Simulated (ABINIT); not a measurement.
# MgB2 (P6/mmm) in ABINIT: reference runs

Aim: a first look at MgB2 with PBE, on the cell as given and on a disturbed one.

Everything below comes from runs of ABINIT 10.8.3 (patched build). Logs are shortened: lines on timing, memory, paths and dates and some standing lists are left out, and cuts for length are marked. The log counts tension as positive stress, the text compression.

**1. The crystal as given**

It takes space group P6/mmm (No. 191, hexagonal). Conventional cell: a = 3.085 Å, b = 3.085 Å, c = 3.523 Å, α = 90.00°, β = 90.00°, γ = 120.00°. Mg (site symmetry 6/mmm) has 12 B at 2.51 Å as nearest neighbours. B (site symmetry -6m2) is surrounded by 3 B at 1.78 Å.

**2. Single point, PBE**

Input file run.abi:

```
# Pseudopotentials
pp_dirpath "./"
pseudos "Mg.GGA_PBE-JTH.xml, B.GGA_PBE-JTH.xml"

# Structure
structure "poscar:POSCAR"
natom 3

# Plane-wave basis
ecut 19.0
pawecutdg 38.0

# k points
kptopt 1
ngkpt 10 10 8
nshiftk 1
shiftk 0.0 0.0 0.0

# Exchange and correlation
ixc 11

# Bands and occupations
nband 12
occopt 3
tsmear 0.05 eV

# SCF cycle
nstep 100
tolvrs 1.0e-9

# Output
iomode 3
prtwf 0
prteig 0
prtebands 0
enunit 1
prtden 1
prtvha 1
prtvclmb 1
prtpot 1
```

Input file POSCAR:

```
MgB2
1.0
    3.0850000000      0.0000000000      0.0000000000
   -1.5425000000      2.6716883707      0.0000000000
    0.0000000000      0.0000000000      3.5230000000
Mg B
1 2
Direct
    0.0000000000      0.0000000000      0.0000000000  Mg
    0.6666666667      0.3333333333      0.5000000000  B
    0.3333333333      0.6666666667      0.5000000000  B
```

Potentials or basis: JTH PAW PBE v2.0.

On the command line:

```console
$ abinit run.abi > log 2>&1
```

run.abo:

```text
.Version 10.8.3 of ABINIT
 Symmetries : space group P6/m m m (#191); Bravais hP (primitive hexag.)
================================================================================
 Values of the parameters that define the memory need of the present run
     intxc =       0    ionmov =       0      iscf =      17    lmnmax =       8
     lnmax =       4     mgfft =      30  mpssoang =       2    mqgrid =    3001
     natom =       3  nloc_mem =       2    nspden =       1   nspinor =       1
    nsppol =       1      nsym =      24    n1xccc =       1    ntypat =       2
    occopt =       3   xclevel =       2
       mpw =         788          nfft =       17280          nkpt =          70
 PAW method is used; the additional fine FFT grid is defined by:
   mgfftf=        40    nfftf =     51840
================================================================================
================================================================================

--------------------------------------------------------------------------------
------------- Echo of variables that govern the present computation ------------
--------------------------------------------------------------------------------
 -outvars: echo values of preprocessed input variables --------
            acell      1.0000000000E+00  1.0000000000E+00  1.0000000000E+00 Bohr
              amu      2.43050000E+01  1.08110000E+01
             ecut      1.90000000E+01 Hartree
           enunit           1
                       outvar_i_n : Printing only first  50 k-points.
              ixc          11
                       outvar_i_n : Printing only first  50 k-points.
         kptrlatt       10    0    0      0   10    0      0    0    8
          kptrlen      5.32600411E+01
            natom           3
            nband          12
            ngfft          24      24      30
          ngfftdg          36      36      40
             nkpt          70
            nstep         100
             nsym          24
           ntypat           2
                       prtocc : prtvol=0, do not print more k-points.
           occopt           3
        pawecutdg      3.80000000E+01 Hartree
         pawxcdev           0
        prtebands           0
           prteig           0
           prtpot           1
         prtvclmb           1
           prtvha           1
            prtwf           0
            rprim      5.8298050984E+00  0.0000000000E+00  0.0000000000E+00
                      -2.9149025492E+00  5.0487593144E+00  0.0000000000E+00
                       0.0000000000E+00  0.0000000000E+00  6.6575051416E+00
          spgroup         191
           tolvrs      1.00000000E-09
           tsmear      1.83746611E-03 Hartree
            typat      1  2  2
           useylm           1
                       outvars : Printing only first  50 k-points.
           xangst      0.0000000000E+00  0.0000000000E+00  0.0000000000E+00
                       1.5425000000E+00  8.9056279023E-01  1.7615000000E+00
                      -7.9179547778E-18  1.7811255805E+00  1.7615000000E+00
            xcart      0.0000000000E+00  0.0000000000E+00  0.0000000000E+00
                       2.9149025492E+00  1.6829197715E+00  3.3287525708E+00
                      -1.4962766007E-17  3.3658395429E+00  3.3287525708E+00
             xred      0.0000000000E+00  0.0000000000E+00  0.0000000000E+00
                       6.6666666667E-01  3.3333333333E-01  5.0000000000E-01
                       3.3333333333E-01  6.6666666667E-01  5.0000000000E-01
            znucl       12.00000    5.00000

================================================================================

 chkinp: Checking input parameters for consistency.

================================================================================
== DATASET  1 ==================================================================

--- !DatasetInfo
iteration_state: {dtset: 1, }
dimensions: {natom: 3, nkpt: 70, mband: 12, nsppol: 1, nspinor: 1, nspden: 1, mpw: 788, }
cutoff_energies: {ecut:  19.0, pawecutdg:  38.0, }
electrons: {nelect:   1.60000000E+01, charge:   0.00000000E+00, occopt:   3.00000000E+00, tsmear:   1.83746611E-03, }
meta: {optdriver: 0, ionmov: 0, optcell: 0, iscf: 17, paral_kgb: 0, }
...

 Exchange-correlation functional for the present dataset will be:
  GGA: Perdew-Burke-Ernzerhof functional - ixc=11
  J.P.Perdew, K.Burke, M.Ernzerhof, PRL 77, 3865 (1996)

 Real(R)+Recip(G) space primitive vectors, cartesian coordinates (Bohr,Bohr^-1):
 R(1)=  5.8298051  0.0000000  0.0000000  G(1)=  0.1715323  0.0990342  0.0000000
 R(2)= -2.9149025  5.0487593  0.0000000  G(2)=  0.0000000  0.1980685  0.0000000
 R(3)=  0.0000000  0.0000000  6.6575051  G(3)=  0.0000000  0.0000000  0.1502064
 Unit cell volume ucvol=  1.9595223E+02 bohr^3
 Angles (23,13,12)=  9.00000000E+01  9.00000000E+01  1.20000000E+02 degrees

 Coarse grid specifications (used for wave-functions):

[... 61 lines left out ...]
- [ -2.9149025,   5.0487593,   0.0000000, ]
- [  0.0000000,   0.0000000,   6.6575051, ]
lattice_lengths: [   5.82981,    5.82981,    6.65751, ]
lattice_angles: [ 90.000,  90.000, 120.000, ] # degrees, (23, 13, 12)
lattice_volume:   1.9595223E+02
convergence: {deltae:  4.633E-12, res2:  4.072E-10, residm:  3.691E-05, diffor: null, }
etotal    :  -6.93121752E+01
entropy   :   0.00000000E+00
fermie    :   2.58743193E-01
cartesian_stress_tensor: # hartree/bohr^3
- [  4.34283506E-05,   0.00000000E+00,   0.00000000E+00, ]
- [  0.00000000E+00,   4.34283505E-05,   0.00000000E+00, ]
- [  0.00000000E+00,   0.00000000E+00,   4.01747274E-05, ]
pressure_GPa:  -1.2458E+00
xred      :
- [  0.0000E+00,   0.0000E+00,   0.0000E+00, Mg]
- [  6.6667E-01,   3.3333E-01,   5.0000E-01,  B]
- [  3.3333E-01,   6.6667E-01,   5.0000E-01,  B]
cartesian_forces: # hartree/bohr
- [  1.53958562E-29,   8.88880170E-30,  -0.00000000E+00, ]
- [  1.53958562E-29,  -1.77776034E-29,  -0.00000000E+00, ]
- [ -3.07917123E-29,   8.88880170E-30,  -0.00000000E+00, ]
force_length_stats: {min:   1.77776034E-29, max:   3.20490303E-29, mean:   2.44480642E-29, }
...

 Integrated electronic density in atomic spheres:
 ------------------------------------------------
 Atom  Sphere_radius  Integrated_density
    1        1.90158          8.26384901
    2        1.70617          1.81800976
    3        1.70617          1.81800976

================================================================================

 ----iterations are completed or convergence reached----

 Mean square residual over all n,k,spin=   13.112E-08; max=  36.908E-06
 reduced coordinates (array xred) for    3 atoms
       0.000000000000      0.000000000000      0.000000000000
       0.666666666667      0.333333333333      0.500000000000
       0.333333333333      0.666666666667      0.500000000000
 rms dE/dt=  1.0993E-28; max dE/dt=  2.6926E-28; dE/dt below (all hartree)
    1       0.000000000000      0.000000000000      0.000000000000
    2       0.000000000000      0.000000000000      0.000000000000
    3       0.000000000000     -0.000000000000      0.000000000000

 cartesian coordinates (angstrom) at end:
    1      0.00000000000000     0.00000000000000     0.00000000000000
    2      1.54250000000000     0.89056279023333     1.76150000000000
    3     -0.00000000000000     1.78112558046667     1.76150000000000

 cartesian forces (hartree/bohr) at end:
    1      0.00000000000000     0.00000000000000    -0.00000000000000
    2      0.00000000000000    -0.00000000000000    -0.00000000000000
    3     -0.00000000000000     0.00000000000000    -0.00000000000000
 frms,max,avg= 1.4515352E-29 3.0791712E-29   0.000E+00  0.000E+00  0.000E+00 h/b

 cartesian forces (eV/Angstrom) at end:
    1      0.00000000000000     0.00000000000000    -0.00000000000000
    2      0.00000000000000    -0.00000000000000    -0.00000000000000
    3     -0.00000000000000     0.00000000000000    -0.00000000000000
 frms,max,avg= 7.4640943E-28 1.5833735E-27   0.000E+00  0.000E+00  0.000E+00 e/A
 length scales=  1.000000000000  1.000000000000  1.000000000000 bohr
              =  0.529177210544  0.529177210544  0.529177210544 angstroms
 Fermi (or HOMO) energy (eV) =   7.04076   Average Vxc (eV)= -10.74139
 Eigenvalues (   eV  ) for nkpt=  70  k points:
 kpt#   1, nband= 12, wtk=  0.00125, kpt=  0.0000  0.0000  0.0000 (reduced coord)
 -68.14455  -34.89255  -34.89255  -34.87642   -5.40729    4.07087    7.36861    7.36861
   8.65486   13.30635   13.30635   15.06239
 prteigrs : prtvol=0 or 1, do not print more k-points.

--- !EnergyTerms
iteration_state     : {dtset: 1, }
comment             : Components of total free energy in Hartree
kinetic             :  6.99865450706441E+00
hartree             :  1.39021119125090E+01
xc                  : -3.51376885116210E+00
Ewald energy        : -3.69279619836075E+01
psp_core            :  1.63225510567969E+00
local_psp           : -4.27175434289219E+01
PAW spherical_terms : -8.68570143193020E+00
internal            : -6.93119541703686E+01
'-kT*entropy'       : -2.24753485508132E-04
total_energy        : -6.93121789238541E+01
total_energy_eV     : -1.88608047224754E+03
...

--- !EnergyTermsDC
iteration_state     : {dtset: 1, }
comment             : '"Double-counting" decomposition of free energy'
band_energy         : -1.20885954833094E+01
Ewald energy        : -3.69279619836075E+01
psp_core            :  1.63225510567969E+00
xc_dc               : -1.29654208927116E+01
PAW spherical_terms : -8.96222722078244E+00
internal            : -6.93119504747313E+01
'-kT*entropy'       : -2.24753485508132E-04
total_energy_dc     : -6.93121752282168E+01
total_energy_dc_eV  : -1.88608037168412E+03
...

--- !EnergyTermsWithPAWCore
iteration_state     : {dtset: 1, }
comment             : 'Components of total free energy, including PAW core contributions'
Total energy        : -2.50047152961369E+02
Total energy DC     : -2.50047149265732E+02
Total energy (eV)   : -6.80412965893971E+03
Total energy DC (eV): -6.80412955837630E+03
...

 Cartesian components of stress tensor (hartree/bohr^3)
  sigma(1 1)=  4.34283506E-05  sigma(3 2)=  0.00000000E+00
  sigma(2 2)=  4.34283505E-05  sigma(3 1)=  0.00000000E+00
  sigma(3 3)=  4.01747274E-05  sigma(2 1)=  0.00000000E+00

-Cartesian components of stress tensor (GPa)         [Pressure= -1.2458E+00 GPa]
- sigma(1 1)=  1.27770619E+00  sigma(3 2)=  0.00000000E+00
- sigma(2 2)=  1.27770618E+00  sigma(3 1)=  0.00000000E+00
- sigma(3 3)=  1.18198129E+00  sigma(2 1)=  0.00000000E+00

== END DATASET(S) ==============================================================
================================================================================

 -outvars: echo values of variables after computation  --------
            acell      1.0000000000E+00  1.0000000000E+00  1.0000000000E+00 Bohr
           etotal     -6.9312175228E+01
            fcart      1.5395856166E-29  8.8888017018E-30 -0.0000000000E+00
                       1.5395856166E-29 -1.7777603404E-29 -0.0000000000E+00
                      -3.0791712332E-29  8.8888017018E-30 -0.0000000000E+00
            rprim      5.8298050984E+00  0.0000000000E+00  0.0000000000E+00
                      -2.9149025492E+00  5.0487593144E+00  0.0000000000E+00
                       0.0000000000E+00  0.0000000000E+00  6.6575051416E+00
           strten      4.3428350648E-05  4.3428350492E-05  4.0174727377E-05
                       0.0000000000E+00  0.0000000000E+00  0.0000000000E+00
           xangst      0.0000000000E+00  0.0000000000E+00  0.0000000000E+00
                       1.5425000000E+00  8.9056279023E-01  1.7615000000E+00
                      -7.9179547778E-18  1.7811255805E+00  1.7615000000E+00
             xred      0.0000000000E+00  0.0000000000E+00  0.0000000000E+00
                       6.6666666667E-01  3.3333333333E-01  5.0000000000E-01
                       3.3333333333E-01  6.6666666667E-01  5.0000000000E-01
 Calculation completed.
```

It took 25 s on 1 thread of Intel Xeon Platinum 8259CL at 2.50GHz (Skylake/Cascade Lake), shared host; peak memory 0.11 GiB.

What came out:

```
Free energy            : -1886.0804 eV
Pressure               : -1.2 GPa
Band gap on the k mesh : none (metal or under the smearing width)
```

Caveat: the atomic spheres overlap.

**3. Single point, PBE (atoms moved at random, drawn with an rms of 0.05 Å)**

run.abi, as its differences from that of step 2:

```diff
@@ -5,4 +5,18 @@
 # Structure
-structure "poscar:POSCAR"
+acell 3*1.0
+rprim
+     5.8298050945     0.0000000000     0.0000000000
+    -2.9149025472     5.0487593110     0.0000000000
+     0.0000000000     0.0000000000     6.6575051371
+ntypat 2
+znucl 12 5
 natom 3
+typat 1 2 2
+xred
+     0.0195880000    -0.0064130000    -0.0098050000
+     0.6644080000     0.3216100000     0.4917100000
+     0.3363740000     0.6663920000     0.5092550000
+chkprim 0
+chksymtnons 0
+tolsym 1.0e-6
 
@@ -33,8 +47,4 @@
 prtwf 0
+prtden 0
 prteig 0
 prtebands 0
-enunit 1
-prtden 1
-prtvha 1
-prtvclmb 1
-prtpot 1
```

Potentials or basis: JTH PAW PBE v2.0.

On the command line:

```console
$ abinit run.abi > log 2>&1
```

Run time: 2 min. Hardware: 1 thread of Intel Xeon Platinum 8259CL at 2.50GHz (Skylake/Cascade Lake), shared host; peak memory 0.18 GiB.

The run converged. Its results:

```yaml
Free_energy: -1886.0475 eV
Pressure: -1.0 GPa
Largest_force: 0.737 eV/Å
Band_gap_on_the_k_mesh: none (metal or under the smearing width)
```

Forces in eV/Å, atoms in the order of the input:
```
Mg  -0.282  0.007  0.239
B    0.134  0.152  0.466
B    0.148 -0.159 -0.705
```

Stress tensor (GPa, compression positive):
```
-1.57 -0.01 -0.30
-0.01 -0.68  0.10
-0.30  0.10 -0.64
```

Levels at points of the mesh, in eV from the Fermi level:
```tsv
k point	band 6	band 7	band 8	band 9	band 10	band 11
(0.00, 0.00, 0.00)	-2.97	0.14	0.52	1.59	6.03	6.49
(0.50, 0.00, 0.00)	-7.82	-2.23	0.11	3.06	3.82	5.32
(0.00, 0.50, 0.00)	-7.94	-2.14	0.27	2.81	3.88	5.32
(0.50, 0.50, 0.00)	-7.82	-2.24	0.11	3.08	3.82	5.32
(0.00, 0.00, 0.50)	-7.46	0.51	0.90	6.35	6.84	7.84
(0.50, 0.00, 0.50)	-6.90	-3.62	-1.94	-1.30	5.62	8.62
(0.00, 0.50, 0.50)	-7.03	-3.53	-1.84	-1.45	5.68	8.61
(0.50, 0.50, 0.50)	-6.90	-3.63	-1.95	-1.29	5.62	8.62
```

Caveat: the atomic spheres overlap.
